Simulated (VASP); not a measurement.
# Al (Fm-3m) in VASP: further runs

Runs on Al. Level: PBE. Tasks: single point.

Program: VASP 6.6.1. These are calculated values, not measurements. Logs are shortened: lines on timing, memory, paths and dates and some standing lists are left out, and cuts for length are marked.

### Step 1. The crystal as given

Symmetry: Fm-3m, No. 225, cubic system. Conventional cell: a = 4.050 Å, b = 4.050 Å, c = 4.050 Å, α = 90.00°, β = 90.00°, γ = 90.00°. Around Al (site symmetry m-3m) lie 12 Al at 2.86 Å.

### Step 2. Single point, PBE

Input file INCAR:

```
SYSTEM = Al
PREC = Accurate
ENCUT = 400
EDIFF = 1E-7
ISMEAR = -1
SIGMA = 0.05
LREAL = .False.
LASPH = .True.
NELM = 100
ALGO = Normal
ISIF = 2
LWAVE = .False.
LCHARG = .False.
GGA = PE
NBANDS = 8
ADDGRID = .False.
```

Input file KPOINTS:

```
regular mesh
0
Gamma
  15 15 15
  0 0 0
```

Input file POSCAR:

```
Al
1.0
   -0.0142710000      2.0302060000      1.9470980000
    2.0319350000     -0.0386130000      1.9714400000
    2.0296090000      2.0522230000     -0.0362870000
Al
1
Direct
    0.0259050000     -0.0062880000     -0.0081470000
```

Potentials or basis: VASP PAW PBE potentials, release 64 (Al).

Launch:

```console
cat potpaw_PBE.64/Al/POTCAR > POTCAR
mpirun -np 1 vasp_std > vasp.out
```

OUTCAR:

```text
SYSTEM = Al
   PREC = Accurate
   ENCUT = 400
   EDIFF = 1E-7
   ISMEAR = -1
   LREAL = .False.
   LASPH = .True.
   NELM = 100
   ISIF = 2
   GGA = PE

 Found   1688 irreducible k-points:

 Following reciprocal coordinates:
            Coordinates               Weight
  0.000000  0.000000  0.000000      1.000000
  0.066667  0.000000  0.000000      2.000000
  0.133333 -0.000000 -0.000000      2.000000
  0.200000  0.000000 -0.000000      2.000000
  0.266667 -0.000000 -0.000000      2.000000
  0.333333  0.000000 -0.000000      2.000000
   k-points           NKPTS =   1688   k-points in BZ     NKDIM =   1688   number of bands    NBANDS=      8
   number of dos      NEDOS =    301   number of ions     NIONS =      1
   total plane-waves  NPLWV =   6480
   dimension x,y,z NGX =    18 NGY =   18 NGZ =   20
   dimension x,y,z NGXF=    36 NGYF=   36 NGZF=   40
   ions per type =               1
   NGX,Y,Z   is equivalent  to a cutoff of  10.64, 10.57, 11.52 a.u.
   NGXF,Y,Z  is equivalent  to a cutoff of  21.28, 21.14, 23.04 a.u.
 SYSTEM =  Al
   PREC   = accura    normal or accurate (medium, high low for compatibility)
   ISTART =      0    job   : 0-new  1-cont  2-samecut
   ICHARG =      2    charge: 1-file 2-atom 10-const
   ISPIN  =      1    spin polarized calculation?
   LNONCOLLINEAR =      F non collinear calculations
   LSORBIT =      F    spin-orbit coupling
   LASPH  =      T    aspherical Exc in radial PAW
   ENCUT  =  400.0 eV  29.40 Ry    5.42 a.u.   4.59  4.62  4.71*2*pi/ulx,y,z
   NELM   =    100;   NELMIN=  2; NELMDL= -5     # of ELM steps
   EDIFF  = 0.1E-06   stopping-criterion for ELM
   LREAL  =      F    real-space projection
   EDIFFG = 0.1E-05   stopping-criterion for IOM
   NSW    =      0    number of steps for IOM
   IBRION =     -1    ionic relax: 0-MD 1-quasi-New 2-CG
   NFREE  =      0    steps in history (QN), initial steepest desc. (CG)
   ISIF   =      2    stress and relaxation
   ISYM   =      2    0-nonsym 1-usesym 2-fastsym
   POTIM  = 0.5000    time-step for ionic-motion
   TEBEG  =    0.0;   TEEND  =   0.0 temperature during run
   PSTRESS=    0.0 pullay stress
   NELECT =       3.0000    total number of electrons
   NUPDOWN=      -1.0000    fix difference up-down
   EMIN   =  10.00;   EMAX   =-10.00  energy-range for DOS
   EFERMI =   0.00;   METHOD = LEGACY
   ISMEAR =    -1;   SIGMA  =   0.05  broadening in eV -4-tet -1-fermi 0-gaus
   EFERMI_NEDOS =   21; number of points for ismear=-14 and -15
   IALGO  =     38    algorithm
   IMIX   =      4    mixing-type and parameters
     AMIX     =   0.40;   BMIX     =  1.00
     AMIX_MAG =   1.60;   BMIX_MAG =  1.00
  volume/ion in A,a.u.               =      16.60       112.04
  Fermi-wavevector in a.u.,A,eV,Ry     =   0.925526  1.748991 11.654732  0.856599
  Thomas-Fermi vector in A             =   2.051390
   LORBIT       =      0    0 simple, 1 ext, 2 COOP (PROOUT), +10 PAW based schemes
   GGA     = PE    functional components
   LHFCALC =     F    Hartree Fock is set to
   AEXX    =    0.0000 exact exchange contribution
   IVDW    =     0    specifies the selected vdW correction
   LEPSILON=     F    determine dielectric tensor
   LRPA    =     F    only Hartree local field effects (RPA)
 non-spin polarized calculation
  energy-cutoff  :      400.00
  volume of cell :       16.60
 maximum number of plane-waves:       312
   NGX =  9   NGY =  9   NGZ =  9

 number of electron       3.0000000 magnetization

 Free energy of the ion-electron system (eV)
  ---------------------------------------------------
  ext. energy  EPLUGINS =         0.00000000
  ---------------------------------------------------
  free energy    TOTEN  =        -3.74195864 eV

  energy without entropy =       -3.73847837  energy(sigma->0) =       -3.74021851

 E-fermi :   7.9914     XC(G=0): -10.1737

 val. band max:        7.9876150441   @ k =   0.1333   0.4667   0.2000
 cond. band min:       7.9927565223   @ k =   0.2667   0.4667   0.4000
 fundamental gap:      0.0051414782
 Fermi energy:         7.9914066162

 k-point     1 :       0.0000    0.0000    0.0000
  band No.  band energies     occupation
      1      -3.1562      2.00000
      2      20.0472      0.00000
      3      20.4280      0.00000
      4      21.1369      0.00000
      5      21.4466      0.00000
      6      21.8571      0.00000
      7      22.4960      0.00000
      8      24.5329      0.00000

 k-point     2 :       0.0667    0.0000    0.0000
  band No.  band energies     occupation
      1      -3.0345      2.00000
      2      18.7378      0.00000
      3      19.6687      0.00000
      4      20.3635      0.00000
      5      22.0565      0.00000
      6      22.4201      0.00000
      7      23.1395      0.00000
      8      25.7883      0.00000

 k-point     3 :       0.1333   -0.0000   -0.0000
  band No.  band energies     occupation
      1      -2.6700      2.00000
      2      16.0776      0.00000
      3      19.0492      0.00000
      4      19.7233      0.00000
      5      22.5061      0.00000
      6      23.1320      0.00000
      7      23.9398      0.00000
      8      24.8629      0.00000

 k-point     4 :       0.2000    0.0000   -0.0000
  band No.  band energies     occupation
      1      -2.0645      2.00000
      2      13.4257      0.00000
      3      18.5687      0.00000
      4      19.2543      0.00000
      5      22.3045      0.00000
      6      22.8840      0.00000
      7      23.8657      0.00000
      8      25.1407      0.00000

 k-point     5 :       0.2667   -0.0000   -0.0000
  band No.  band energies     occupation
      1      -1.2211      2.00000
      2      10.9066      0.00000
      3      18.2662      0.00000
      4      18.9825      0.00000
      5      21.6730      0.00000
      6      22.1730      0.00000
      7      22.7517      0.00000
      8      26.4132      0.00000

 k-point     6 :       0.3333    0.0000   -0.0000
  band No.  band energies     occupation
      1      -0.1440      2.00000
      2       8.5591      0.00002
      3      18.1542      0.00000
      4      18.9131      0.00000
      5      20.6083      0.00000
      6      21.6375      0.00000
      7      22.1720      0.00000
      8      25.2713      0.00000

 [... further k-points ...]

------------------------ aborting loop because EDIFF is reached ----------------------------------------

  FORCE on cell =-STRESS in cart. coord.  units (eV):
  Direction    XX          YY          ZZ          XY          YZ          ZX
  --------------------------------------------------------------------------------------
  -------------------------------------------------------------------------------------
  Total       -0.1595288     -0.0812033      0.1102192     -0.0112020      0.1022441      0.0394677
  in kB      -15.3946583     -7.8361785     10.6362360     -1.0809978      9.8666390      3.8086626
  external PRESSURE =      -4.1982003 kB  Pullay stress =       0.0000000 kB

 VOLUME and BASIS-vectors are now :
 -----------------------------------------------------------------------------
  energy-cutoff  :      400.00
  volume of cell :       16.60
      direct lattice vectors                 reciprocal lattice vectors
    -0.014271000  2.030206000  1.947098000    -0.243600396  0.245440565  0.255882689
     2.031935000 -0.038613000  1.971440000     0.245113160 -0.237992671  0.249947439
     2.029609000  2.052223000 -0.036287000     0.245598817  0.239991210 -0.248434673

 POSITION                                       TOTAL-FORCE (eV/Angst)
 -----------------------------------------------------------------------------------
      4.03186      2.04973      1.97349         0.000000      0.000000     -0.000000
 -----------------------------------------------------------------------------------
    total drift:                               -0.000001     -0.000004     -0.000001

  FREE ENERGIE OF THE ION-ELECTRON SYSTEM (eV)
  ---------------------------------------------------
  free  energy   TOTEN  =        -3.7419586426 eV

  energy  without entropy=       -3.7384783685  energy(sigma->0) =       -3.74021851
```

It took 49 s on 1 thread of Intel Xeon 6975P-C (Granite Rapids), shared host; peak memory 0.22 GiB.

These settings aren't checked as converged: the numbers below hold their error.

What came out:

```yaml
Free_energy: -3.7420 eV
Pressure: -0.4 GPa
Band_gap_on_the_k_mesh: none (metal or under the smearing width)
```

### Step 3. Single point, PBE

INCAR, as its differences from that of step 2:

```diff
@@ -5,3 +5,3 @@
 ISMEAR = -1
-SIGMA = 0.05
+SIGMA = 0.02
 LREAL = .False.
```

KPOINTS is that of step 2.

Input file POSCAR:

```
Al
1.0
    0.0000000000      2.0248050000      2.0248050000
    2.0248050000      0.0000000000      2.0248050000
    2.0248050000      2.0248050000      0.0000000000
Al
1
Direct
    0.0000000000      0.0000000000      0.0000000000
```

Potentials or basis: VASP PAW PBE potentials, release 64 (Al).

Launch:

```console
cat potpaw_PBE.64/Al/POTCAR > POTCAR
mpirun -np 1 vasp_std > vasp.out
```

Run time: 4.9 s. Hardware: 1 thread of Intel Xeon 6975P-C (Granite Rapids), shared host; peak memory 0.11 GiB.

These settings aren't checked as converged: the numbers below hold their error.

Results:

- Free energy: -3.7453 eV
- Pressure: -0.7 GPa
- Band gap on the k mesh: none (metal or under the smearing width)

### Step 4. Single point, PBE

INCAR is that of step 3.

KPOINTS is that of step 3.

Input file POSCAR:

```
Al
1.0
   -0.0142710000      2.0302060000      1.9470980000
    2.0319350000     -0.0386130000      1.9714400000
    2.0296090000      2.0522230000     -0.0362870000
Al
1
Direct
    0.0259050000     -0.0062880000     -0.0081470000
```

Launch:

```console
cat potpaw_PBE.64/Al/POTCAR > POTCAR
mpirun -np 1 vasp_std > vasp.out
```

It took 49 s on 1 thread of Intel Xeon 6975P-C (Granite Rapids), shared host; peak memory 0.22 GiB.

The run converged, but some of its settings lie outside the range that counts as converged, so its numbers aren't taken as properties of the crystal.

Results:

- Free energy: -3.7405 eV
- Pressure: -0.4 GPa
- Band gap on the k mesh: none (metal or under the smearing width)

### Step 5. Single point, PBE

INCAR, as its differences from that of step 4:

```diff
@@ -4,4 +4,4 @@
 EDIFF = 1E-7
-ISMEAR = -1
-SIGMA = 0.02
+ISMEAR = -5
+SIGMA = 0.15
 LREAL = .False.
```

KPOINTS is that of step 4.

Input file POSCAR:

```
Al
1.0
    0.0000000000      2.0248050000      2.0248050000
    2.0248050000      0.0000000000      2.0248050000
    2.0248050000      2.0248050000      0.0000000000
Al
1
Direct
    0.0000000000      0.0000000000      0.0000000000
```

Launch:

```console
cat potpaw_PBE.64/Al/POTCAR > POTCAR
mpirun -np 1 vasp_std > vasp.out
```

Wall time 6 s (1 thread of Intel Xeon 6975P-C (Granite Rapids), shared host); peak memory 0.11 GiB.

These settings aren't checked as converged: the numbers below hold their error.

What came out:

```yaml
Free_energy: -3.7416 eV
Pressure: -1.0 GPa
Band_gap_on_the_k_mesh: none (metal or under the smearing width)
```

Caveat: tetrahedron occupations give inexact forces and stress in metals.
